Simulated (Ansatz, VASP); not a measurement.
## Two plane-wave programs on AlN

```xyz
4
Lattice="3.0986 0.0000 0.0000 -1.5493 2.6835 0.0000 0.0000 0.0000 4.8163" Properties=species:S:1:pos:R:3 pbc="T T T"
Al    0.0000    1.7890   -0.0092
Al    1.5493    0.8945    2.3989
N     0.0000    1.7890    1.8635
N     1.5493    0.8945    4.2716
```

Alike in both runs: functional PBE; k mesh 9 × 9 × 6; occupations gaussian, width 0.05 eV; no spin polarisation.

Ansatz relaxed the structure, and its values are those at the end. VASP's run is a single point on that final structure, the one shown.

|  | VASP | Ansatz |
| --- | --- | --- |
| version | VASP 6.6.1 | Ansatz 0.2.0 |
| potentials or method | VASP PAW PBE potentials, release 64 (Al, N) | scalar-relativistic, plane waves, PAW |
| plane-wave cutoff (eV) | 520 | 520 |
| valence electrons in the cell | 16 | 16 |

|  | VASP | Ansatz | Ansatz less VASP |
| --- | --- | --- | --- |
| gap on the k mesh at the Fermi level (eV) | 4.39 | 4.38 | -0.012 |
| least direct gap on the mesh (eV) | 4.39 | 4.38 | -0.012 |
| pressure (GPa) | 12.6 | 12.7 | +0.16 |

Ansatz warned: «stress_scf_threshold_loose».

Caveats: an odd mesh through Γ misses points on the zone boundary, where band edges often lie. A hybrid or GW would open this gap; PBE tends to underestimate it.
